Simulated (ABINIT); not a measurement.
# BN (F-43m) in ABINIT: further runs

Aim: see how the results for BN move with the level of theory and the settings. Levels: r2SCAN, PBE. Tasks: band structure, equation of state.

Everything below comes from runs of ABINIT 10.8.3 (patched build). Logs are shortened: lines on timing, memory, paths and dates and some standing lists are left out, and cuts for length are marked. The log counts tension as positive stress, the text compression.

**The experiment to reproduce.**

“Effect of nanostructuration on compressibility of cubic BN”, 2012, arxiv:1208.3664 quotes, for a bulk crystal of BN at 300 K: bulk modulus 395 ± 2 GPa.

The runs below are set against these values where they give the same quantity.

### 1 The structure

It takes space group F-43m (No. 216, cubic). The conventional cell has a = 3.626 Å, b = 3.626 Å, c = 3.626 Å, α = 90.00°, β = 90.00°, γ = 90.00°. N (site symmetry -43m) has 4 B at 1.57 Å as nearest neighbours. B (site symmetry -43m) is surrounded by 4 N at 1.57 Å.

The cell is a database's computed one.

### 2 Band structure, r2SCAN

run.abi

```
# Datasets: ground state, then fixed potential
ndtset 2

# Pseudopotentials
pp_dirpath "./"
pseudos "N.upf, B.upf"

# Structure
acell 3*1.0 Angstrom
rprim
     0.0000000000     1.8130010000     1.8130010000
     1.8130010000     0.0000000000     1.8130010000
     1.8130010000     1.8130010000     0.0000000000
ntypat 2
znucl 7 5
natom 2
typat 1 2
xred
     0.2500000000     0.2500000000     0.2500000000
     0.0000000000     0.0000000000     0.0000000000

# Plane-wave basis
ecut 50.0

# Exchange and correlation
ixc -497498
usekden 1
nc_xccc_gspace 1
boxcutmin 3.0

# Bands and occupations
occopt 3
tsmear 0.05 eV

# SCF cycle
nstep 100

# Output
iomode 3
prtwf 0
prteig 0
prtebands 0
enunit 1
prtden1 1
prtkden1 1

# Dataset 1
kptopt1 1
ngkpt1 13 13 13
nshiftk1 1
shiftk1 0.0 0.0 0.0
nband1 8
tolvrs1 1.0e-9

# Dataset 2: bands along G-X-W-K-G-L-U-W-L-K
iscf2 -2
getden2 1
getkden2 1
nband2 14
nbdbuf2 4
tolwfr2 1.0e-11
kptopt2 -9
ndivsm2 5
prteig2 1
kptbounds2
     0.0000000000     0.0000000000     0.0000000000
     0.5000000000     0.0000000000     0.5000000000
     0.5000000000     0.2500000000     0.7500000000
     0.3750000000     0.3750000000     0.7500000000
     0.0000000000     0.0000000000     0.0000000000
     0.5000000000     0.5000000000     0.5000000000
     0.6250000000     0.2500000000     0.6250000000
     0.5000000000     0.2500000000     0.7500000000
     0.5000000000     0.5000000000     0.5000000000
     0.3750000000     0.3750000000     0.7500000000
```

Potentials or basis: PseudoDojo NC SR PBE v0.4.1 standard.

Run with:

```bash
> abinit run.abi > log 2>&1
```

run.abo:

```text
.Version 10.8.3 of ABINIT
 DATASET    1 : space group F-4 3 m (#216); Bravais cF (face-center cubic)
================================================================================
 Values of the parameters that define the memory need for DATASET  1.
     intxc =       0    ionmov =       0      iscf =       7    lmnmax =       4
     lnmax =       4     mgfft =      48  mpssoang =       2    mqgrid =    3001
     natom =       2  nloc_mem =       1    nspden =       1   nspinor =       1
    nsppol =       1      nsym =      24    n1xccc =    2501    ntypat =       2
    occopt =       3   xclevel =       2
       mpw =        1381          nfft =      110592          nkpt =          84
================================================================================
================================================================================

 DATASET    2 : space group F-4 3 m (#216); Bravais cF (face-center cubic)
================================================================================
 Values of the parameters that define the memory need for DATASET  2.
     intxc =       0    ionmov =       0      iscf =      -2    lmnmax =       4
     lnmax =       4     mgfft =      48  mpssoang =       2    mqgrid =    3001
     natom =       2  nloc_mem =       1    nspden =       1   nspinor =       1
    nsppol =       1      nsym =      24    n1xccc =    2501    ntypat =       2
    occopt =       3   xclevel =       2
       mpw =        1383          nfft =      110592          nkpt =          87
================================================================================
================================================================================

--------------------------------------------------------------------------------
------------- Echo of variables that govern the present computation ------------
--------------------------------------------------------------------------------
 -outvars: echo values of preprocessed input variables --------
            acell      1.8897261259E+00  1.8897261259E+00  1.8897261259E+00 Bohr
              amu      1.40067400E+01  1.08110000E+01
        boxcutmin      3.00000000E+00
             ecut      5.00000000E+01 Hartree
           enunit           1
           getden1          0
           getden2          1
          getkden1          0
          getkden2          1
             iscf1          7
             iscf2         -2
                       outvar_i_n : Printing only first  50 k-points.
              ixc     -497498
           jdtset        1    2
                       outvar_i_n : Printing only first  50 k-points.
           kptopt1          1
           kptopt2         -9
         kptrlatt       13    0    0      0   13    0      0    0   13
          kptrlen1     6.29876290E+01
          kptrlen2     3.00000000E+01
            natom           2
            nband1          8
            nband2         14
           nbdbuf1          0
           nbdbuf2          4
   nc_xccc_gspace           1
           ndtset           2
           ndivsm1          0
           ndivsm2          5
            ngfft          48      48      48
             nkpt1         84
             nkpt2         87
            nstep         100
             nsym          24
           ntypat           2
                       prtocc : prtvol=0, do not print more k-points.
           occopt           3
        prtebands           0
           prteig1          0
           prteig2          1
          prtkden           1
            prtwf           0
            rprim      0.0000000000E+00  1.8130010000E+00  1.8130010000E+00
                       1.8130010000E+00  0.0000000000E+00  1.8130010000E+00
[... 227 lines left out ...]
 Non-SCF case, kpt    1 (  0.00000  0.00000  0.00000), residuals and eigenvalues=
  1.05E-12  2.52E-12  4.94E-12  3.24E-12  5.01E-12  2.87E-12  7.92E-12  2.61E-12
  8.38E-12  9.72E-12  1.89E-12  3.66E-12  8.45E-12  5.23E-10
 -4.9464E-01  2.9634E-01  2.9634E-01  2.9634E-01  6.4526E-01  6.4526E-01
  6.4526E-01  6.7506E-01  1.2313E+00  1.3619E+00  1.3619E+00  1.3899E+00
  1.3899E+00  1.3899E+00
 Non-SCF case, kpt    2 (  0.03571  0.00000  0.03571), residuals and eigenvalues=
  2.09E-12  4.35E-12  2.75E-12  5.68E-12  5.89E-12  8.83E-12  7.99E-12  2.64E-12
  9.63E-12  3.15E-12  1.05E-11  6.50E-12  5.99E-11  1.28E-09
 -4.9307E-01  2.9157E-01  2.9221E-01  2.9221E-01  6.4157E-01  6.5079E-01
  6.5079E-01  6.8129E-01  1.2295E+00  1.3006E+00  1.3641E+00  1.3941E+00
  1.3941E+00  1.4493E+00
 Non-SCF case, kpt    3 (  0.07143  0.00000  0.07143), residuals and eigenvalues=
[... 495 lines left out ...]
  8.7258E-01  9.0361E-01  1.0253E+00  1.3047E+00  1.3327E+00  1.5966E+00
  1.8082E+00  1.8878E+00
 Non-SCF case, kpt   86 (  0.38889  0.38889  0.72222), residuals and eigenvalues=
  3.77E-12  5.35E-12  3.06E-12  1.60E-12  3.41E-12  9.24E-12  4.18E-12  1.36E-12
  7.20E-12  2.59E-12  3.98E-12  7.40E-11  2.49E-07  1.35E-05
 -2.8951E-01 -2.9614E-02  1.4209E-02  1.4829E-01  5.8012E-01  8.1600E-01
  8.9775E-01  9.2785E-01  1.0155E+00  1.3194E+00  1.3328E+00  1.6376E+00
  1.8239E+00  1.8918E+00
 Non-SCF case, kpt   87 (  0.37500  0.37500  0.75000), residuals and eigenvalues=
  8.41E-13  2.19E-12  1.47E-12  7.75E-12  6.38E-13  3.21E-12  4.25E-12  6.81E-12
  1.14E-12  9.39E-12  9.46E-13  3.05E-10  2.74E-06  3.58E-05
 -2.8539E-01 -2.2010E-02  6.4281E-03  1.4052E-01  5.6701E-01  7.9051E-01
  9.1676E-01  9.4482E-01  1.0209E+00  1.3313E+00  1.3442E+00  1.6533E+00
  1.8249E+00  1.9156E+00

Result for kinetic energy density :

--------------------------------------------------------------------------------
 Total kinetic energy density [Ha/Bohr^3]
)     Maximum=    5.6360E+00  at reduced coord.    0.2500    0.2500    0.2500
)     Minimum=    1.2192E-02  at reduced coord.    0.7500    0.7500    0.7500
   Integrated=    9.2720E+00
--------------------------------------------------------------------------------

--- !ResultsGS
iteration_state: {dtset: 2, }
comment   : Summary of ground state results
lattice_vectors:
- [  0.0000000,   3.4260754,   3.4260754, ]
- [  3.4260754,   0.0000000,   3.4260754, ]
- [  3.4260754,   3.4260754,   0.0000000, ]
lattice_lengths: [   4.84520,    4.84520,    4.84520, ]
lattice_angles: [ 60.000,  60.000,  60.000, ] # degrees, (23, 13, 12)
lattice_volume:   8.0430493E+01
convergence: {deltae:  0.000E+00, res2:  0.000E+00, residm:  9.918E-12, diffor:  0.000E+00, }
etotal    :  -1.34667728E+01
entropy   :   0.00000000E+00
fermie    :   3.49544595E-01
cartesian_stress_tensor: null
pressure_GPa: null
xred      :
- [  2.5000E-01,   2.5000E-01,   2.5000E-01,  N]
- [  0.0000E+00,   0.0000E+00,   0.0000E+00,  B]
cartesian_forces: null
force_length_stats: {min: null, max: null, mean: null, }
...

 Integrated electronic density in atomic spheres:
 ------------------------------------------------
 Atom  Sphere_radius  Integrated_density
    1        2.00000          5.76120366
    2        2.00000          3.26232005
================================================================================

 ----iterations are completed or convergence reached----

 Mean square residual over all n,k,spin=   41.429E-13; max=  99.178E-13
 reduced coordinates (array xred) for    2 atoms
       0.250000000000      0.250000000000      0.250000000000
       0.000000000000      0.000000000000      0.000000000000

 cartesian coordinates (angstrom) at end:
    1      0.90650050000000     0.90650050000000     0.90650050000000
    2      0.00000000000000     0.00000000000000     0.00000000000000
 length scales=  1.889726125908  1.889726125908  1.889726125908 bohr
              =  1.000000000000  1.000000000000  1.000000000000 angstroms
 Eigenvalues (   eV  ) for nkpt=  87  k points:
 kpt#   1, nband= 14, wtk=  1.00000, kpt=  0.0000  0.0000  0.0000 (reduced coord)
 -13.45992    8.06386    8.06386    8.06386   17.55844   17.55844   17.55844   18.36944
  33.50501   37.05896   37.05896   37.82055   37.82055   37.82055
 kpt#   2, nband= 14, wtk=  1.00000, kpt=  0.0357  0.0000  0.0357 (reduced coord)
 -13.41722    7.93405    7.95148    7.95148   17.45806   17.70882   17.70882   18.53893
  33.45567   35.39057   37.11960   37.93413   37.93413   39.43679
 kpt#   3, nband= 14, wtk=  1.00000, kpt=  0.0714  0.0000  0.0714 (reduced coord)
 -13.28945    7.56410    7.63791    7.63791   17.23742   18.13580   18.13580   18.94081
  32.56323   34.41983   37.30153   38.27397   38.27397   40.90326
 kpt#   4, nband= 14, wtk=  1.00000, kpt=  0.1071  0.0000  0.1071 (reduced coord)
 -13.07767    7.00071    7.17885    7.17885   16.95367   18.78189   18.78189   19.44670
  30.80113   34.61575   37.60471   38.83689   38.83689   41.86571
 kpt#   5, nband= 14, wtk=  1.00000, kpt=  0.1429  0.0000  0.1429 (reduced coord)
 -12.78373    6.29579    6.63526    6.63526   16.61606   19.58331   19.58331   19.94020
  29.17756   35.05087   38.02911   39.61616   39.61616   42.61823
 kpt#   6, nband= 14, wtk=  1.00000, kpt=  0.1786  0.0000  0.1786 (reduced coord)
 -12.41051    5.49249    6.05768    6.05768   16.22897   20.27455   20.48576   20.48576
[... 230 lines left out ...]
  -8.56662   -2.13272    2.89099    4.92866   17.20425   21.67787   22.10261   24.50298
  29.22215   35.39093   36.14037   40.36309   47.66835   50.66411
 kpt#  84, nband= 14, wtk=  1.00000, kpt=  0.4167  0.4167  0.6667 (reduced coord)
  -8.32159   -1.72972    1.95866    4.60161   16.68181   22.49046   22.94532   24.34216
  28.44688   35.34729   36.21938   41.93141   48.50599   51.50527
 kpt#  85, nband= 14, wtk=  1.00000, kpt=  0.4028  0.4028  0.6944 (reduced coord)
  -8.07975   -1.27356    1.09154    4.29844   16.20518   22.68715   23.74408   24.58845
  27.89850   35.50197   36.26458   43.44594   49.20262   51.37092
 kpt#  86, nband= 14, wtk=  1.00000, kpt=  0.3889  0.3889  0.7222 (reduced coord)
  -7.87790   -0.80585    0.38664    4.03523   15.78595   22.20450   24.42900   25.24809
  27.63420   35.90398   36.26678   44.56260   49.63099   51.47760
 kpt#  87, nband= 14, wtk=  1.00000, kpt=  0.3750  0.3750  0.7500 (reduced coord)
  -7.76580   -0.59893    0.17492    3.82386   15.42925   21.51100   24.94636   25.70978
  27.78009   36.22638   36.57684   44.98841   49.65895   52.12742

== END DATASET(S) ==============================================================
================================================================================

 -outvars: echo values of variables after computation  --------
            acell      1.8897261259E+00  1.8897261259E+00  1.8897261259E+00 Bohr
           etotal1    -1.3466772793E+01
            fcart1    -1.2280109817E-30 -1.2280109817E-30  3.6840329450E-30
                       1.2280109817E-30  1.2280109817E-30 -3.6840329450E-30
            rprim      0.0000000000E+00  1.8130010000E+00  1.8130010000E+00
                       1.8130010000E+00  0.0000000000E+00  1.8130010000E+00
                       1.8130010000E+00  1.8130010000E+00  0.0000000000E+00
           strten1     3.3610952578E-05  3.3610952578E-05  3.3610952578E-05
                       0.0000000000E+00  0.0000000000E+00  0.0000000000E+00
           xangst      9.0650050000E-01  9.0650050000E-01  9.0650050000E-01
                       0.0000000000E+00  0.0000000000E+00  0.0000000000E+00
             xred      2.5000000000E-01  2.5000000000E-01  2.5000000000E-01
                       0.0000000000E+00  0.0000000000E+00  0.0000000000E+00
 Calculation completed.
```

Wall time 5.5 min (1 thread of Intel Xeon Platinum 8488C (Sapphire Rapids), shared host); peak memory 0.12 GiB.

Results:

- Free energy: -366.4496 eV
- Pressure: -1.0 GPa
- Band gap on the k mesh: 4.93 eV, indirect (least direct gap 9.49 eV)
- Band gap along the path: 4.85 eV, indirect (least direct gap 9.49 eV)
- All electrons inside the program's atomic spheres: N 5.76; B 3.26

Levels at the corners of the path, in eV from the valence-band top:
```tsv
point	band 2	band 3	band 4	band 5	band 6	band 7
Γ	0.00	0.00	0.00	9.49	9.49	9.49
X	-9.45	-5.10	-5.10	4.85	9.55	19.14
W	-8.15	-7.19	-6.68	10.31	13.97	15.12
K	-8.66	-7.89	-4.24	7.37	13.45	16.88
Γ	0.00	0.00	0.00	9.49	9.49	9.49
L	-11.15	-2.02	-2.02	10.21	11.45	11.45
U	-8.66	-7.89	-4.24	7.37	13.45	16.88
W	-8.15	-7.19	-6.68	10.31	13.97	15.12
L	-11.15	-2.02	-2.02	10.21	11.45	11.45
K	-8.66	-7.89	-4.24	7.37	13.45	16.88
```

Caveat: a meta-GGA on potentials with a model core is unreliable; a meta-GGA on norm-conserving files made for a GGA shifts volumes by about 1 %; the potentials were made for another functional, which shifts forces and pressure. r2SCAN opens gaps a little over a GGA but as a rule still falls short of measured ones.

### 3 Equation of state, PBE

run.abi

```
# Datasets: one volume each
ndtset 7
getwfk -1
scalecart1 3*0.9795861087
scalecart2 3*0.9864848297
scalecart3 3*0.9932883884
scalecart4 3*1.0000000000
scalecart5 3*1.0066227096
scalecart6 3*1.0131594038
scalecart7 3*1.0196128224

# Pseudopotentials
pp_dirpath "./"
pseudos "N.GGA_PBE-JTH.xml, B.GGA_PBE-JTH.xml"

# Structure
acell 3*1.0
rprim
     0.0000000000     3.4260753537     3.4260753537
     3.4260753537     0.0000000000     3.4260753537
     3.4260753537     3.4260753537     0.0000000000
ntypat 2
znucl 7 5
natom 2
typat 1 2
xred
     0.2500000000     0.2500000000     0.2500000000
     0.0000000000     0.0000000000     0.0000000000

# Plane-wave basis
ecut 26.0
pawecutdg 48.0

# k points
kptopt 1
ngkpt 13 13 13
nshiftk 1
shiftk 0.0 0.0 0.0

# Exchange and correlation
ixc 11

# Bands and occupations
nband 8
occopt 3
tsmear 0.05 eV

# SCF cycle
nstep 100
tolvrs 1.0e-9

# Output
iomode 3
prtwf 1
prtden 0
prteig 0
prtebands 0
enunit 1
```

Potentials or basis: JTH PAW PBE v2.0.

Run with:

```bash
> abinit run.abi > log 2>&1
```

It took 48 s on 1 thread of Intel Xeon Platinum 8488C (Sapphire Rapids), shared host; peak memory 0.13 GiB.

It converged, with:

| Quantity | Value |
| --- | --- |
| Equilibrium volume | 5.95 Å³/atom |
| Bulk modulus | 372 GPa |
| Pressure derivative of the bulk modulus | 3.7 |

Energy against volume, from the lowest point:
```
volume (Å³/atom)  energy (meV/atom)
           5.602              26.53
           5.721              11.24
           5.840               2.55
           5.959               0.00
           6.078               2.93
           6.198              10.88
           6.317              23.39
```

Caveat: pressures at fixed basis lie under the slope of the energies; the atomic spheres overlap.

### 4 Against experiment

Step 3. A measured bulk modulus of BN is 395 GPa (300 K; quoted in “Effect of nanostructuration on compressibility of cubic BN”, 2012, arxiv:1208.3664); the calculated 372 GPa misses it by -5.9 %. The fit is for a static lattice scaled at fixed shape and fixed fractional positions.
